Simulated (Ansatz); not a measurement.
# Phonons of MgTe (wurtzite structure)

Computed with Ansatz (plane waves, PAW, 420 eV cutoff): PBEsol, scalar-relativistic, no spin polarisation, Gaussian smearing of 0.05 eV; PAW files: Ansatz's generated set soft_2.

```cif
data_structure
_symmetry_space_group_name_H-M 'P 1'
_symmetry_Int_Tables_number 1
_cell_length_a 4.5593
_cell_length_b 4.5593
_cell_length_c 7.4174
_cell_angle_alpha 90.000
_cell_angle_beta 90.000
_cell_angle_gamma 120.000
_cell_volume 133.53
loop_
_atom_site_label
_atom_site_type_symbol
_atom_site_fract_x
_atom_site_fract_y
_atom_site_fract_z
_atom_site_occupancy
Mg1 Mg 0.66667 0.33333 0.00090 1
Mg2 Mg 0.33333 0.66667 0.50090 1
Te1 Te 0.66667 0.33333 0.62430 1
Te2 Te 0.33333 0.66667 0.12430 1
```

The start was a prototype's sites filled with these elements; the Crystallography Open Database holds the compound in this structure.

Force constants come from finite displacements in a 2×2×1 supercell (the unit cell's 6×6×4 k-mesh, folded to it); the long-range dipole term is not included. Points in reciprocal vectors of this cell: Γ = (0.000, 0.000, 0.000), M = (0.500, 0.000, 0.000), K = (0.333, 0.333, 0.000), A = (0.000, 0.000, 0.500), L = (0.500, 0.000, 0.500), H = (0.333, 0.333, 0.500).

The supercell isn't repeated along every axis, so wave vectors with a part along such an axis can't be had from it and are left out, and thermodynamic sums miss that dispersion.

Frequencies at the named points (cm⁻¹, imaginary ones negative):
```tsv
point	ω (cm⁻¹)
Γ	0 0 0 36 36 114 233 234 234 239 239 260
M	36 50 56 68 102 115 226 227 231 235 259 267
K	59 59 65 80 105 105 225 225 241 246 246 260
```

(1) Is the structure dynamically stable along this path, and where does the spectrum end?

(2) What does the harmonic approximation give for the vibrational free energy, entropy and heat capacity?

Answers:

(1) Yes: no branch is imaginary beyond numerical noise. The highest frequency is 267 cm⁻¹, at M. Points that don't fit the supercell are interpolated. The crystal has a gap, so without the dipole term Γ lacks its LO–TO splitting and the top of the spectrum may be off.

(2) Zero-point energy 28.6 meV/atom.
| T (K) | F_vib (meV/atom) | S (J/K per mole of atoms) | C_V (J/K per mole of atoms) |
| --- | --- | --- | --- |
| 100 | 21.0 | 16.3 | 16.4 |
| 200 | -3.4 | 29.8 | 22.0 |
| 300 | -39.3 | 39.1 | 23.5 |
| 400 | -83.5 | 45.9 | 24.1 |
| 500 | -134.0 | 51.3 | 24.4 |
| 600 | -189.6 | 55.8 | 24.6 |
| 700 | -249.5 | 59.6 | 24.7 |
| 800 | -313.0 | 62.9 | 24.7 |
| 900 | -379.7 | 65.8 | 24.8 |
| 1000 | -449.3 | 68.4 | 24.8 |

The highest mode, 267 cm⁻¹, is worth 380 K. At 300 K the heat capacity has reached 94 % of the classical limit 3R = 24.9 J/K per mole of atoms: a mode at k_BT already holds 92 % of its classical share, and one at 1.5 k_BT 83 %.

Run time: 100 s on 4 threads of Arm Neoverse V1 (shared host), peak memory 1.9 GiB.

These numbers lack spin–orbit coupling.
